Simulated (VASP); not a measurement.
# TiS2 (P-3m1) in VASP: settings compared, part 2 of 2

VASP 6.6.1. The steps go on from the part before.

### 4 Relaxation of cell and atoms, PBE

Contents of INCAR:

```
PREC     = Accurate       # precision mode
ENCUT    = 600            # plane-wave cutoff, eV
EDIFF    = 1E-6           # SCF threshold, eV
ISMEAR   = 1              # smearing method
SIGMA    = 0.1            # smearing width, eV
LREAL    = False          # projectors in reciprocal space
LASPH    = True           # aspherical terms in the spheres
NELM     = 80             # most SCF steps
ALGO     = Normal         # electronic algorithm
ISIF     = 3              # what is computed and relaxed
LWAVE    = False          # write WAVECAR
LCHARG   = False          # write CHGCAR
GGA      = PE             # functional
IBRION   = 2              # ionic algorithm
NSW      = 90             # ionic steps
EDIFFG   = -0.01          # ionic threshold
```

Contents of KPOINTS:

```
regular mesh
0
Gamma
  12 12 7
```

Contents of POSCAR:

```
TiS2
1.0
    3.4120000000      0.0000000000      0.0000000000
   -1.7060000000      2.9548786777      0.0000000000
    0.0000000000      0.0000000000      5.6950000000
Ti S
1 2
Direct
    0.0000000000      0.0000000000      0.0000000000
    0.3333333333      0.6666666667      0.2500000000
    0.6666666667      0.3333333333      0.7500000000
```

Potentials or basis: VASP PAW PBE potentials, release 64 (Ti_sv, S).

The run is started by

```
$ cat potpaw_PBE.64/Ti_sv/POTCAR potpaw_PBE.64/S/POTCAR > POTCAR
$ mpirun -np 1 vasp_std > vasp.out
```

OUTCAR:

```text
PREC = Accurate
   ENCUT = 600
   EDIFF = 1E-6
   ISMEAR = 1
   LREAL = False
   LASPH = True
   NELM = 80
   ISIF = 3
   GGA = PE
   IBRION = 2
   NSW = 90
   EDIFFG = -0.01

 ion  position               nearest neighbor table
   1  0.000  0.000  0.000-   2 2.43   3 2.43   2 2.43   3 2.43   3 2.43   2 2.43
   2  0.333  0.667  0.250-   1 2.43   1 2.43   1 2.43
   3  0.667  0.333  0.750-   1 2.43   1 2.43   1 2.43

  LATTYP: Found a hexagonal cell.
 ALAT       =     3.4120000000
 C/A-ratio  =     1.6691090270

  Lattice vectors:

 A1 = (   3.4120000000,   0.0000000000,   0.0000000000)
 A2 = (  -1.7060000000,   2.9548786777,   0.0000000000)
 A3 = (   0.0000000000,   0.0000000000,   5.6950000000)

Analysis of symmetry for initial positions (statically):
=====================================================================
 Subroutine PRICEL returns:
 Original cell was already a primitive cell.

 Routine SETGRP: Setting up the symmetry group for a
 hexagonal supercell.

 Subroutine GETGRP returns: Found 12 space group operations
 (whereof 12 operations were pure point group operations)
 out of a pool of 24 trial point group operations.

The static configuration has the point symmetry D_3d.

Analysis of symmetry for dynamics (positions and initial velocities):
=====================================================================
[... 198 lines left out ...]

 number of electron      24.0000000 magnetization

 E-fermi :   5.3494     XC(G=0): -10.0562

 val. band max:        5.3234788082   @ k =   0.0000   0.0000   0.2857
 cond. band min:       5.3508399917   @ k =   0.0000   0.4167   0.4286
 fundamental gap:      0.0273611834
 Fermi energy:         5.3494073318

 k-point     1 :       0.0000    0.0000    0.0000
  band No.  band energies     occupation
      1     -52.3244      2.00000
      2     -28.5464      2.00000
      3     -28.5018      2.00000
      4     -28.5018      2.00000
      5      -8.3628      2.00000
      6      -6.7208      2.00000
[... 514 lines left out ...]
  FREE ENERGIE OF THE ION-ELECTRON SYSTEM (eV)
  ---------------------------------------------------
  free  energy   TOTEN  =       -19.9416737885 eV

  energy  without entropy=      -19.9415905394  energy(sigma->0) =      -19.94164604

[... ionic steps 4 to 17 ...]

--------------------------------------- Ionic step       18  -------------------------------------------

 number of electron      23.9999999 magnetization

------------------------ aborting loop because EDIFF is reached ----------------------------------------
[... 69 lines left out ...]
--------------------------------------- Ionic step       20  -------------------------------------------

 number of electron      23.9999999 magnetization

 Free energy of the ion-electron system (eV)
  ---------------------------------------------------
  ext. energy  EPLUGINS =         0.00000000
  ---------------------------------------------------
  free energy    TOTEN  =       -19.96275447 eV

  energy without entropy =      -19.96247274  energy(sigma->0) =      -19.96266056

 E-fermi :   4.0798     XC(G=0):  -9.2510

 val. band max:        4.0796246224   @ k =   0.0000   0.0000   0.1429
 cond. band min:       4.0855065793   @ k =   0.0000   0.0000   0.0000
 fundamental gap:      0.0058819569
 Fermi energy:         4.0797689894

 k-point     1 :       0.0000    0.0000    0.0000
  band No.  band energies     occupation
      1     -53.6568      2.00000
      2     -29.8802      2.00000
      3     -29.8311      2.00000
      4     -29.8311      2.00000
      5      -9.4957      2.00000
      6      -8.1787      2.00000
[... 477 lines left out ...]
  FREE ENERGIE OF THE ION-ELECTRON SYSTEM (eV)
  ---------------------------------------------------
  free  energy   TOTEN  =       -19.9627544674 eV

  energy  without entropy=      -19.9624727380  energy(sigma->0) =      -19.96266056

 reached required accuracy - stopping structural energy minimisation
```

CONTCAR:

```text
TiS2
   1.00000000000000
     3.4149576273040436   -0.0000000000000000   -0.0000000000000000
    -1.7074788136520218    2.9574400580802029   -0.0000000000000000
     0.0000000000000000    0.0000000000000000    6.4713185499054759
  Ti              S
     1     2
Direct
     0.0000000000000000    1.0000000000000000    1.0000000000000000
     0.3333333332999970    0.6666666667000030    0.2193456111853331
     0.6666666667000030    0.3333333332999970    0.7806543888146668

  0.00000000E+00  0.00000000E+00  0.00000000E+00
  0.00000000E+00  0.00000000E+00  0.00000000E+00
  0.00000000E+00  0.00000000E+00  0.00000000E+00
```

Run time: 14 min. Hardware: 1 thread of AMD EPYC 9R45 (Zen 5), shared host; peak memory 0.25 GiB.

Results:

```yaml
Free_energy: -19.9628 eV
Relaxed_volume: 21.79 Å³/atom
Relaxed_cell: a = 3.415 Å, b = 3.415 Å, c = 6.471 Å, α = 90.00°, β = 90.00°, γ = 120.00°
Space_group_after_relaxing_to_0.05_Å: P-3m1 (No. 164)
Energy_gained_by_relaxing: 11.3 meV/atom
Ionic_steps: 20
Pressure_after_relaxing: 0.0 GPa
Band_gap_on_the_k_mesh: none (metal or under the smearing width)
```

The path:
| step | energy change (eV) | largest force (eV/Å) | pressure (GPa) | volume (Å³) |
| --- | --- | --- | --- | --- |
| 1 | 0.0000 | 0.1379 | 0.39 | 57.42 |
| 2 | -0.0040 | 0.1573 | 0.17 | 57.80 |
| 3 | -0.0128 | 0.2129 | -0.47 | 58.95 |
| 4 | -0.0193 | 0.3226 | -1.51 | 61.27 |
| 5 | -0.0208 | 0.3023 | -1.37 | 61.32 |
| 6 | -0.0248 | 0.2396 | -0.98 | 61.48 |
| 7 | -0.0298 | 0.1103 | -0.15 | 61.79 |
| 8 | -0.0277 | 0.1672 | 1.60 | 62.40 |
| 9 | -0.0310 | 0.0003 | 0.51 | 62.03 |
| 10 | -0.0310 | 0.0069 | 0.48 | 62.01 |
| 11 | -0.0314 | 0.0072 | 0.44 | 62.19 |
| 12 | -0.0324 | 0.0067 | 0.29 | 62.71 |
| 13 | -0.0335 | 0.0054 | 0.01 | 63.76 |
| 14 | -0.0336 | 0.0043 | -0.10 | 64.22 |
| 15 | -0.0336 | 0.0046 | -0.09 | 64.27 |
| 16 | -0.0336 | 0.0043 | -0.13 | 64.37 |
| 17 | -0.0337 | 0.0116 | -0.03 | 64.55 |
| 18 | -0.0337 | 0.0355 | 0.12 | 64.80 |
| 19 | -0.0338 | 0.0192 | 0.05 | 65.06 |
| 20 | -0.0339 | 0.0006 | -0.02 | 65.36 |

Final structure:
```yaml
crystal:
  lattice:
    - [3.41496, 0.00000, 0.00000]
    - [-1.70748, 2.95744, 0.00000]
    - [0.00000, 0.00000, 6.47132]
  atoms:
    - { symbol: Ti, position: [0.00000, 0.00000, 0.00000] }
    - { symbol: S, position: [0.33333, 0.66667, 0.21935] }
    - { symbol: S, position: [0.66667, 0.33333, 0.78065] }
```

Caveat: this functional lacks dispersion, which binds the layers, so the pressure and a relaxed spacing across them are unreliable; the volume moved by +14 % from the deposited cell, more than functionals usually miss.

### 5 Relaxation of cell and atoms, PBE

This run uses another cell than the first one, of 21.79 Å³/atom, 1.138 times its volume.

Edit INCAR of step 4 so:

```diff
@@ -2,3 +2,3 @@
 ENCUT    = 600            # plane-wave cutoff, eV
-EDIFF    = 1E-6           # SCF threshold, eV
+EDIFF    = 1E-7           # SCF threshold, eV
 ISMEAR   = 1              # smearing method
@@ -15,2 +15,2 @@
 NSW      = 90             # ionic steps
-EDIFFG   = -0.01          # ionic threshold
+EDIFFG   = -0.005         # ionic threshold
```

KPOINTS is that of step 4.

Contents of POSCAR:

```
TiS2                                    
1.0
    3.4149576273     -0.0000000000     -0.0000000000
   -1.7074788137      2.9574400581     -0.0000000000
    0.0000000000      0.0000000000      6.4713185499
  Ti              S             
     1     2
Direct
     0.0000000000000000    1.0000000000000000    1.0000000000000000
     0.3333333332999970    0.6666666667000030    0.2193456111853331
     0.6666666667000030    0.3333333332999970    0.7806543888146668
```

The run is started by

```
$ cat potpaw_PBE.64/Ti_sv/POTCAR potpaw_PBE.64/S/POTCAR > POTCAR
$ mpirun -np 1 vasp_std > vasp.out
```

It took 3.1 min on 1 thread of AMD EPYC 9R45 (Zen 5), shared host; peak memory 0.27 GiB.

Results (log left out):

- Free energy: -19.9649 eV
- Relaxed volume: 21.77 Å³/atom
- Relaxed cell: a = 3.413 Å, b = 3.413 Å, c = 6.475 Å, α = 90.00°, β = 90.00°, γ = 120.00°
- Space group after relaxing (to 0.05 Å): P-3m1 (No. 164)
- Energy gained by relaxing: 0.0 meV/atom
- Ionic steps: 4
- Pressure after relaxing: 0.0 GPa
- Band gap on the k mesh: none (metal or under the smearing width)

Final structure:
```yaml
crystal:
  lattice:
    - [3.41313, 0.00000, 0.00000]
    - [-1.70656, 2.95585, 0.00000]
    - [0.00000, 0.00000, 6.47479]
  atoms:
    - { symbol: Ti, position: [0.00000, 0.00000, 0.00000] }
    - { symbol: S, position: [0.33333, 0.66667, 0.21938] }
    - { symbol: S, position: [0.66667, 0.33333, 0.78062] }
```

Levels at points of the mesh, in eV from the Fermi level:
```csv
k point,band 8,band 9,band 10,band 11,band 12,band 13,band 14,band 15,band 16
"(0.00, 0.00, 0.00)",-2.78,-2.78,-0.82,0.01,0.01,0.43,0.43,0.90,3.55
"(0.50, 0.00, 0.00)",-3.96,-2.87,-2.72,-2.19,-1.44,0.12,1.45,1.85,3.62
```

Caveat: this functional lacks dispersion, which binds the layers, so the pressure and a relaxed spacing across them are unreliable.
